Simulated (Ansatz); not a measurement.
KF built on the zincblende prototype, relaxed with r2SCAN: 4 runs in the plane-wave code Ansatz, each a calculation of independent-particle optics. It is cubic, F-43m (No. 216); conventional cell a = 5.871 Å, 25.29 Å³ an atom. K is surrounded by 4 F at 2.54 Å; F is surrounded by 4 K at 2.54 Å. These are computed values for a spin-unpolarised cell that may be hypothetical; none is a measurement.

```xyz
2
Lattice="0.0000 2.9354 2.9354 2.9354 0.0000 2.9354 2.9354 2.9354 0.0000" Properties=species:S:1:pos:R:3 pbc="T T T"
K     0.0000    0.0000    0.0000
F     1.4677    1.4677    1.4677
```

On meshes this coarse, single peaks can be features of the mesh. No local fields, no excitons; the zone sum runs over the cells of the mesh, and ε∞ includes the bands left out of the spectrum. Up to four peaks are listed, those above 15 % of the tallest and inside the complete range; the four can differ from row to row. Rows marked drawn have settings drawn at random (some not listed).

```tsv
functional	k mesh	broadening (eV)	scissors (eV)	range (eV)	settings	direct gap on the mesh before scissors (eV)	ε∞ xx	ε∞ yy	ε∞ zz	complete up to (eV)	tallest peaks of mean ε₂ (eV)
PBE	6×6×6	0.1	0.00	0–20	chosen	5.38	1.87	1.87	1.87	20.0	9.35 11.20 13.00 17.70
r2SCAN	6×6×6	0.1	0.00	0–20	chosen	5.96	1.78	1.78	1.78	20.0	12.05 13.90 18.40 19.65
PBE	6×6×6	0.1	1.88 (to HSE06)	0–20	chosen	5.38	1.77	1.77	1.77	20.0	11.20 13.05 14.85 19.55
PBE	4×4×4	0.25	0.30	0–10	drawn	5.38	1.85	1.85	1.85	10.0	8.65 9.65
```

The fundamental gap is indirect (5.17 eV with PBE on 6×6×6); the table holds the direct one.
